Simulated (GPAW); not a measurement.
# Te2Mo (P6_3/mmc) in GPAW: a series of runs, part 2 of 2

GPAW 26.7.0. Earlier steps stand in the parts before.

### Step 3. Band structure, r2SCAN

Contents of run.py:

```python
from ase import Atoms
from ase.dft.bandgap import bandgap
from ase.io import write
from ase.units import GPa
from gpaw import GPAW, PW

atoms = Atoms(['Te', 'Te', 'Te', 'Te', 'Mo', 'Mo'],
              cell=[[3.5182, 0.0, 0.0],
                    [-1.7591, 3.0468505756, 0.0],
                    [0.0, 0.0, 13.9736]],
              scaled_positions=[[0.6666666667, 0.3333333333, 0.379],
                                [0.3333333333, 0.6666666667, 0.879],
                                [0.6666666667, 0.3333333333, 0.121],
                                [0.3333333333, 0.6666666667, 0.621],
                                [0.6666666667, 0.3333333333, 0.75],
                                [0.3333333333, 0.6666666667, 0.25]],
              pbc=True)

calc = GPAW(mode=PW(600),
            xc='MGGA_X_R2SCAN+MGGA_C_R2SCAN',
            kpts={'size': (6, 6, 2), 'gamma': True},
            occupations={'name': 'fermi-dirac', 'width': 0.05},
            nbands=46,
            convergence={'density': 1e-05, 'energy': 1e-05},
            maxiter=150,
            txt='gpaw.txt')
atoms.calc = calc
energy = atoms.get_potential_energy()
forces = atoms.get_forces()
stress = atoms.get_stress()
calc.write('gs.gpw')
write('result.traj', atoms)
print(f'Energy: {energy:.6f} eV')
print('Forces (eV/A):')
print(forces.round(4))
print('Stress (GPa):', (stress / GPa).round(3))
print('Fermi level:', round(calc.get_fermi_level(), 4), 'eV')
print(f'Gap: {bandgap(calc)[0]:.4f} eV, direct: {bandgap(calc, direct=True)[0]:.4f} eV')

path = atoms.cell.bandpath('GMKGALHA,LM,KH', npoints=100, eps=1e-4)
bs_calc = calc.fixed_density(kpts=path, symmetry='off', nbands=73,
                             convergence={'bands': 'CBM+6.0', 'eigenstates': 1e-6}, txt='bands.txt')
bs = bs_calc.band_structure()
bs.write('bs.json')
print(f'Gap on the path: {bandgap(bs_calc)[0]:.4f} eV')
```

Potentials or basis: GPAW PAW data sets (gpaw-data 1.2.1), pw.

Launch:

```sh
OMP_NUM_THREADS=1 python run.py
```

gpaw.txt:

```text
__  _  _
 | _ |_)|_||  |
 |__||  | ||/\| - 26.7.0

Input parameters:
  mode=PW(ecut=600.0),
  convergence={'density': 1e-05, 'energy': 1e-05},
  kpts=MonkhorstPack(size=(6, 6, 2), gamma=True),
  maxiter=150,
  nbands=46,
  occupations=Occupations(name='fermi-dirac', width=0.05),
  xc=XC(name='MGGA_X_R2SCAN+MGGA_C_R2SCAN')

Diagonalizing LCAO Hamiltonian
Converting LCAO to pw mode

        Te

           Mo

        Te

           Te

        Mo

           Te

Atoms  # Å, Bohr magnetons
|   | symbol |         x |        y |         z |    initial magnetic moments |
|---|--------|-----------|----------|-----------|-----------------------------|
| 0 |     Te |  1.759100 | 1.015617 |  5.295994 | ( 0.0000,  0.0000,  0.0000) |
| 1 |     Te | -0.000000 | 2.031234 | 12.282794 | ( 0.0000,  0.0000,  0.0000) |
| 2 |     Te |  1.759100 | 1.015617 |  1.690806 | ( 0.0000,  0.0000,  0.0000) |
| 3 |     Te | -0.000000 | 2.031234 |  8.677606 | ( 0.0000,  0.0000,  0.0000) |
| 4 |     Mo |  1.759100 | 1.015617 | 10.480200 | ( 0.0000,  0.0000,  0.0000) |
| 5 |     Mo | -0.000000 | 2.031234 |  3.493400 | ( 0.0000,  0.0000,  0.0000) |

Unit cell  # Å
| periodic |         x |        y |         z |   lengths |     angles |
|----------|-----------|----------|-----------|-----------|------------|
|      yes |  3.518200 | 0.000000 |  0.000000 |  3.518200 |  90.000000 |
|      yes | -1.759100 | 3.046851 |  0.000000 |  3.518200 |  90.000000 |
|      yes |  0.000000 | 0.000000 | 13.973600 | 13.973600 | 120.000000 |

Number of symmetries: 12
Symmetry operations  # r_c * U_cc + t_c -> r_c
|    | kind |            matrix            |
|----|------|------------------------------|
|  0 |  σ   |  1, 1, 0,  0,-1, 0,  0, 0, 1 |
|  1 |  S6  |  1, 1, 0, -1, 0, 0,  0, 0,-1 |
|  2 |  E   |  1, 0, 0,  0, 1, 0,  0, 0, 1 |
|  3 |  C2  |  1, 0, 0, -1,-1, 0,  0, 0,-1 |
|  4 |  C2  |  0, 1, 0,  1, 0, 0,  0, 0,-1 |
|  5 |  C3  |  0, 1, 0, -1,-1, 0,  0, 0, 1 |
|  6 |  S6  |  0,-1, 0,  1, 1, 0,  0, 0,-1 |
|  7 |  σ   |  0,-1, 0, -1, 0, 0,  0, 0, 1 |
|  8 |  σ   | -1, 0, 0,  1, 1, 0,  0, 0, 1 |
|  9 |  i   | -1, 0, 0,  0,-1, 0,  0, 0,-1 |
| 10 |  C3  | -1,-1, 0,  1, 0, 0,  0, 0, 1 |
| 11 |  C2  | -1,-1, 0,  0, 1, 0,  0, 0,-1 |

BZ-sampling:
  Number of BZ points: 72
  Number of IBZ points: 14

  Monkhorst-Pack size: [6, 6, 2]
  Monkhorst-Pack shift: [0.08333333333333333, 0.08333333333333333, 0.25]

K-points  # in reciprocal-cell coordinates
|     |                                coordinates |     weight |
[... 75 lines left out ...]
    projectors
    | kind |    occ | energy [eV] | rcut [Å] |
    |------|--------|-------------|----------|
    |   4s |  2.000 |     -64.307 |    1.238 |
    |   5s |  1.000 |      -4.084 |    1.238 |
    |   4p |  6.000 |     -38.491 |    1.296 |
    |   5p |  0.000 |      -1.044 |    1.296 |
    |   4d |  5.000 |      -3.754 |    1.296 |
    |    d |        |      23.458 |    1.296 |

    Using partial waves for Mo as LCAO basis

Reference energy: -959430.878998  # eV

eigensolver:
  PPCG
  Converge bands: occupied
  niter=2

density mixing:
  MSR1-Mixer
  Pratt-step length: 0.05
  Maximum mixing coefficient: 0.75
  Old densities: 10
  SVD Regularization: 0.005
  Good broyden scale: 1.0
  Trust region scale: 1.0
  Backstep threshold: 4.0
  History deletion threshold: 6.0
  Fourier metric: weight=20.0, sigma=0.015

occupation numbers:
  Fermi-Dirac:
    width: 0.0500  # eV

poisson solver:
  ecut: 4800.0  # eV

xc functional:
  name: MGGA_X_R2SCAN+MGGA_C_R2SCAN with 2 nearest neighbor stencil

convergence criteria:
[... 6 lines left out ...]
|iter     | |      energy | eigst |  dens |
|---------|-|-------------|-------|-------|
|iter:   1| | -134.219940 | +0.51 |       |
|iter:   2| | -121.919872 | -1.14 | -1.10 |
|iter:   3| | -121.188675 | -1.19 | -1.12 |
|iter:   4| | -121.222842 | -2.10 | -1.59 |
|iter:   5| | -121.234762 | -2.66 | -1.81 |
|iter:   6| | -121.217036 | -3.07 | -1.93 |
|iter:   7| | -121.220989 | -3.98 | -2.78 |
|iter:   8| | -121.219247 | -4.78 | -2.73 |
|iter:   9| | -121.219353 | -5.38 | -3.27 |
|iter:  10| | -121.219353c| -6.61 | -3.89 |
|iter:  11| | -121.219353c| -7.67c| -4.47 |
|iter:  12| | -121.219353c| -8.15c| -5.15c|

Converged in 12 steps
Energy contributions relative to reference atoms: (reference = -959430.878998)

Energy contributions:
  Kinetic:         -15.909798
  Coulomb:           9.035835
  Zero:             -1.117749
  External:          0.000000
  Xc:             -113.227636
  Entropy:          -0.000010
  Spinorbit:         0.000000
  ----------------------------
  Free energy:    -121.219358
  Extrapolated:   -121.219353

dipole moment: (-0.000099, -0.000172, -0.000789)  # |e|*Ang

Fermi level: 8.481
Eigenvalues  # (at kpt = [0.000, 0.000, 0.000])
| band index |      eig [eV] | occ [0-2] |
|------------|---------------|-----------|
|          0 |       -54.799 |     2.000 |
|        ... |               |           |
|         18 |         6.119 |     2.000 |
|         19 |         6.904 |     2.000 |
|         20 |         6.904 |     2.000 |
|         21 |         6.941 |     2.000 |
|         22 |         6.941 |     2.000 |
|         23 |         6.980 |     2.000 |
[... 8 lines left out ...]
|         32 |        11.563 |     0.000 |
|         33 |        11.563 |     0.000 |
|        ... |               |           |
|         45 |        19.509 |     0.000 |

Gap: 0.931 eV
Transition (v -> c):
  (s=0, k=0, n=25, [0.00, 0.00, 0.00]) -> (s=0, k=4, n=26, [0.33, -0.17, 0.00])
Direct/indirect transitions are different
Direct gap: 1.118 eV
Transition at: (s=0, k=8, n=25, [0.33, 0.33, 0.00])

Forces  # eV/Ang
|        x |        y |        z |
|----------|----------|----------|
| -0.00000 | -0.00000 | -0.13331 |  # Te   0
|  0.00000 |  0.00000 | -0.13340 |  # Te   1
|  0.00000 |  0.00000 |  0.13340 |  # Te   2
|  0.00000 |  0.00000 |  0.13331 |  # Te   3
|  0.00000 | -0.00000 |  0.00006 |  # Mo   4
|  0.00000 |  0.00000 | -0.00006 |  # Mo   5

Stress tensor  # eV/Ang^3
|         x |         y |         z |
|-----------|-----------|-----------|
| -0.012715 |  0.000000 |  0.000000 |
|  0.000000 | -0.012715 |  0.000000 |
|  0.000000 |  0.000000 | -0.007376 |

# Writing to gs.gpw (mode='')
```

It took 15 min on 1 thread of Arm Neoverse V2, shared host; peak memory 1.1 GiB.

What came out:

- Free energy: -121.2194 eV
- Pressure: 1.8 GPa
- Largest force: 0.133 eV/Å
- Band gap on the k mesh: 0.93 eV, indirect (least direct gap 1.12 eV)
- Band gap along the path: 0.82 eV, indirect (least direct gap 1.12 eV)

Forces on the atoms (eV/Å):
```
Te   0.000  0.000 -0.133
Te   0.000  0.000 -0.133
Te   0.000  0.000  0.133
Te   0.000  0.000  0.133
Mo   0.000  0.000  0.000
Mo   0.000  0.000  0.000
```

Levels at the corners of the path, in eV from the valence-band top:
```csv
point,band 22,band 23,band 24,band 25,band 26,band 27,band 28,band 29,band 30,band 31
Γ,-1.11,-1.11,-1.07,-0.42,0.00,3.01,3.01,3.15,3.15,3.25
M,-1.96,-1.05,-0.99,-0.72,-0.43,1.33,1.40,1.56,1.89,2.86
K,-3.32,-1.98,-1.98,-0.30,-0.07,1.04,1.04,1.27,2.28,2.44
Γ,-1.11,-1.11,-1.07,-0.42,0.00,3.01,3.01,3.15,3.15,3.25
A,-1.13,-1.13,-1.13,-0.11,-0.11,3.05,3.05,3.05,3.05,3.41
L,-2.06,-1.00,-1.00,-0.58,-0.58,1.36,1.36,1.74,1.74,3.30
H,-2.93,-2.14,-2.14,-0.21,-0.21,1.05,1.05,1.73,1.73,2.50
A,-1.13,-1.13,-1.13,-0.11,-0.11,3.05,3.05,3.05,3.05,3.41
L,-2.06,-1.00,-1.00,-0.58,-0.58,1.36,1.36,1.74,1.74,3.30
M,-1.96,-1.05,-0.99,-0.72,-0.43,1.33,1.40,1.56,1.89,2.86
K,-3.32,-1.98,-1.98,-0.30,-0.07,1.04,1.04,1.27,2.28,2.44
H,-2.93,-2.14,-2.14,-0.21,-0.21,1.05,1.05,1.73,1.73,2.50
```

Caveat: the PAW data sets were made with another functional, which shifts forces and pressure a little; spin-orbit coupling is left out, which moves the levels of the heavy elements; the mesh misses the band edges, which the band path finds closer together.

### Step 4. Single point, TB-mBJ

Contents of run.py:

```python
from ase import Atoms
from ase.dft.bandgap import bandgap
from ase.io import write
from gpaw import GPAW, PW

atoms = Atoms(['Te', 'Te', 'Te', 'Te', 'Mo', 'Mo'],
              cell=[[3.5182, 0.0, 0.0],
                    [-1.7591, 3.0468505756, 0.0],
                    [0.0, 0.0, 13.9736]],
              scaled_positions=[[0.6666666667, 0.3333333333, 0.379],
                                [0.3333333333, 0.6666666667, 0.879],
                                [0.6666666667, 0.3333333333, 0.121],
                                [0.3333333333, 0.6666666667, 0.621],
                                [0.6666666667, 0.3333333333, 0.75],
                                [0.3333333333, 0.6666666667, 0.25]],
              pbc=True)

calc = GPAW(mode=PW(600),
            xc='TB09',
            kpts={'size': (6, 6, 2), 'gamma': True},
            occupations={'name': 'fermi-dirac', 'width': 0.05},
            nbands=46,
            convergence={'density': 1e-05, 'energy': 1e-05},
            eigensolver='cg',
            maxiter=150,
            txt='gpaw.txt')
atoms.calc = calc
energy = atoms.get_potential_energy()
calc.write('gs.gpw')
write('result.traj', atoms)
print('Fermi level:', round(calc.get_fermi_level(), 4), 'eV')
print(f'Gap: {bandgap(calc)[0]:.4f} eV, direct: {bandgap(calc, direct=True)[0]:.4f} eV')
```

Potentials or basis: GPAW PAW data sets for LDA (gpaw-data 1.2.1), pw.

Launch:

```sh
OMP_NUM_THREADS=1 python run.py
```

Wall time 9.7 min (1 thread of Arm Neoverse V2, shared host); peak memory 0.41 GiB.

It converged, with:

| Quantity | Value |
| --- | --- |
| Band gap on the k mesh | 0.92 eV, indirect (least direct gap 1.07 eV) |

Levels at points of the mesh, in eV from the valence-band top:
```tsv
k point	band 22	band 23	band 24	band 25	band 26	band 27	band 28	band 29	band 30	band 31
(0.00, 0.00, 0.00)	-1.09	-1.09	-0.99	-0.38	0.00	2.91	2.91	3.05	3.05	3.12
(0.00, 0.00, 0.50)	-1.11	-1.11	-1.11	-0.09	-0.09	2.95	2.95	2.95	2.95	3.28
(0.50, 0.50, 0.00)	-1.86	-0.91	-0.88	-0.64	-0.36	1.26	1.33	1.50	1.82	2.69
(0.50, 0.50, 0.50)	-1.96	-0.88	-0.88	-0.50	-0.50	1.29	1.29	1.67	1.67	3.14
```

Caveat: a model potential gives levels but no total energy; the PAW data sets were made with another functional, which shifts forces and pressure a little; spin-orbit coupling is left out, which moves the levels of the heavy elements.

### Step 5. Summary

```tsv
task	level	potentials or basis	band path	band points	gap on the mesh (eV)
equation of state	PBEsol	PAW data sets generated in the run's folder for this functional, pw	-	-	-
band structure	r2SCAN	GPAW PAW data sets (gpaw-data 1.2.1), pw	GMKGALHA,LM,KH	100	0.93
single point	TB-mBJ	GPAW PAW data sets for LDA (gpaw-data 1.2.1), pw	-	-	0.92
```

Alike in all rows: no spin polarisation; cell as given; k mesh 6 × 6 × 2; cutoff (eV) 600; smearing fermi-dirac 0.05 eV.

Caveats: the PAW data sets were made with another functional, which shifts forces and pressure a little (some runs); spin-orbit coupling is left out, which moves the levels of the heavy elements (some runs); the cell was scaled at fixed shape and fractional positions, which overstates the stiffness of a crystal with free parameters, most of all of layers and chains (some runs); this functional lacks dispersion, which binds the layers, so the pressure and a relaxed spacing across them are unreliable (some runs); the mesh misses the band edges, which the band path finds closer together (some runs); a model potential gives levels but no total energy (some runs).

Total energies depend on the potentials used, so only differences within one code and one set of settings carry meaning.

### Step 6. How close it comes

Step 3. Measured gap of Te2Mo: 0.88 eV (indirect; 300 K; quoted in “Broadband infrared study of pressure-tunable Fano resonance and metallization transition in 2H-MoTe2”, 2022, pmc:9569381). This calculation gives 0.82 eV (-0.06 eV). Spin-orbit coupling on Mo, Te is left out. The value is that of r2SCAN, without temperature or zero-point motion.

Step 4. Measured gap of Te2Mo: 0.88 eV (indirect; 300 K; quoted in “Broadband infrared study of pressure-tunable Fano resonance and metallization transition in 2H-MoTe2”, 2022, pmc:9569381). This calculation gives 0.92 eV (+0.04 eV). Spin-orbit coupling on Mo, Te is left out. The value is that of TB-mBJ on a finite k mesh, which can miss the band edges, without temperature or zero-point motion.
